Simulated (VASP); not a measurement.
Here is a VASP 6.6.1 calculation.

File INCAR:

```
SYSTEM = SiO2
PREC     = Accurate       ! precision mode
ENCUT    = 520            ! plane-wave cutoff, eV
EDIFF    = 1E-7           ! SCF threshold, eV
ISMEAR   = 0              ! smearing method
SIGMA    = 0.02           ! smearing width, eV
LREAL    = .FALSE.        ! projectors in reciprocal space
LASPH    = .TRUE.         ! aspherical terms in the spheres
NELM     = 60             ! most SCF steps
ALGO     = Normal         ! electronic algorithm
ISIF     = 2              ! what is computed and relaxed
LWAVE    = .FALSE.        ! write WAVECAR
LCHARG   = .FALSE.        ! write CHGCAR
GGA      = PS             ! functional
LORBIT   = 10             ! projections on sites
```

The input KPOINTS:

```
regular mesh
0
G
  5 5 3
  0 0 0
```

File POSCAR:

```
SiO2
1.0
    4.9820000000      0.0000000000      0.0000000000
    0.0000000000      4.9820000000      0.0000000000
    0.0000000000      0.0000000000      6.9630000000
Si O
4 8
Direct
    0.7989700000      0.2010300000      0.7500000000
    0.7010300000      0.7010300000      0.5000000000
    0.2010300000      0.7989700000      0.2500000000
    0.2989700000      0.2989700000      0.0000000000
    0.1034700000      0.2398900000      0.8218700000
    0.2601100000      0.6034700000      0.0718700000
    0.8965300000      0.7601100000      0.3218700000
    0.7398900000      0.3965300000      0.5718700000
    0.6034700000      0.2601100000      0.9281300000
    0.7601100000      0.8965300000      0.6781300000
    0.3965300000      0.7398900000      0.4281300000
    0.2398900000      0.1034700000      0.1781300000
```

Potentials or basis: VASP PAW PBE potentials, release 64 (Si, O).

Command:

```console
$ cat potpaw_PBE.64/Si/POTCAR potpaw_PBE.64/O/POTCAR > POTCAR
$ mpirun -np 1 vasp_std > vasp.out
```

Q: What does it give for the pressure?

A: 4.5 GPa.

Q: What does it give for the largest force?

A: 0.321 eV/Å.

Q: Estimate the band gap on the k mesh.

A: 5.71 eV, direct.

Forces on the atoms (eV/Å):
```
Si   0.114 -0.114  0.000
Si  -0.114 -0.114  0.000
Si  -0.114  0.114  0.000
Si   0.114  0.114  0.000
O    0.039 -0.069 -0.311
O    0.069  0.039 -0.311
O   -0.039  0.069 -0.311
O   -0.069 -0.039 -0.311
O    0.039  0.069  0.311
O    0.069 -0.039  0.311
O   -0.039 -0.069  0.311
O   -0.069  0.039  0.311
```

Caveat: the PAW data sets were made with another functional, which shifts forces and pressure a little; an odd mesh through Γ misses points on the zone boundary, where band edges often lie.
